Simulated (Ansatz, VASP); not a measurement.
Zn in VASP and in Ansatz

Contents of INCAR:

```
SYSTEM = Zn
ALGO = Normal ; EDIFF = 1E-7
ENCUT = 520 ; GGA = PE
ISIF = 2 ; ISMEAR = 0
LASPH = .True. ; LCHARG = .True.
LELF = .True. ; LREAL = .False.
LVHAR = .True. ; LWAVE = .False.
NBANDS = 12 ; NELM = 60
PREC = Accurate ; SIGMA = 0.15
```

File KPOINTS:

```
k-points
0
Gamma
  20 20 20
  0 0 0
```

File POSCAR:

```
Zn
1.0
    0.0000000000      1.8665372000      1.8665372000
    1.8665372000      0.0000000000      1.8665372000
    1.8665372000      1.8665372000      0.0000000000
Zn
1
Direct
    0.0000000000      0.0000000000      0.0000000000
```

Input for Ansatz:

```yaml
crystal:
  lattice:
    - [0.0, 1.8665372, 1.8665372]
    - [1.8665372, 0.0, 1.8665372]
    - [1.8665372, 1.8665372, 0.0]
  atoms:
    - { symbol: Zn, position: [0.0, 0.0, 0.0] }
basis:
  ecutwfc: 420
kpoints:
  mp_grid: { grid: [20, 20, 20] }
hamiltonian:
  xc: pbe
scf:
  occupations: { method: gaussian, width: 0.15 }
output:
  forces: true
  stress: true
  eigenvalues: true
```

Change from the starting cell: strain -0.050 along x and y, -0.050 along z, atoms carried along.

Alike in both runs: task single point; functional PBE; k mesh 20 × 20 × 20; occupations gaussian, width 0.15 eV; no spin polarisation.

|  | VASP | Ansatz |
| --- | --- | --- |
| version | VASP 6.6.1 | Ansatz 0.2.0 |
| potentials or method | VASP PAW PBE potentials, release 64 (Zn) | scalar-relativistic, plane waves, PAW |
| plane-wave cutoff (eV) | 520 | 420 |
| valence electrons in the cell | 12 | 12 |

Ansatz gave:

| Item | Value |
| --- | --- |
| gap on the k mesh at the Fermi level (eV) | none |
| pressure (GPa) | 16.0 |

Which values does VASP return?

gap on the k mesh at the Fermi level (eV): none; pressure (GPa): 16.6.

A gap of «none» marks a metal or a gap that the smearing closes.

Caveats: so large a pressure means that the cell lies far from this level's equilibrium, or that cutoff or potentials fall short (VASP).
